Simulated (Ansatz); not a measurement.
**Cd (Im-3m)**

Method: Ansatz 0.2.0, DFT PBE, scalar-relativistic, plane waves, PAW.

Settings: cutoff 420 eV, Γ-centred mesh 16×16×16 on the computed 1-atom cell, Gaussian smearing of 0.10 eV; no spin polarisation.

The structure is relaxed at this level of theory with its symmetry kept. This bcc form isn't the element's structure at ambient conditions.

Symmetry: Im-3m, No. 229, cubic system. The conventional cell has a = 3.600 Å, b = 3.600 Å, c = 3.600 Å, α = 90.00°, β = 90.00°, γ = 90.00°. Around Cd (site symmetry m-3m) lie 8 Cd at 3.12 Å.

- Volume per atom: 23.33 Å³
- Formation energy from the elements' standard states (uncorrected): +0.052 eV/atom
- Kohn–Sham band gap: none (metal)
- Density of states at the Fermi level: 0.41 states/eV per cell
- Bulk modulus: 39 GPa
- Its pressure derivative: 6.0
- Bader charges (e): Cd (1 in the cell) 0.00

Cost: 9 runs of about 0.52 core-minutes in all, on Arm Neoverse V2 (shared hosts).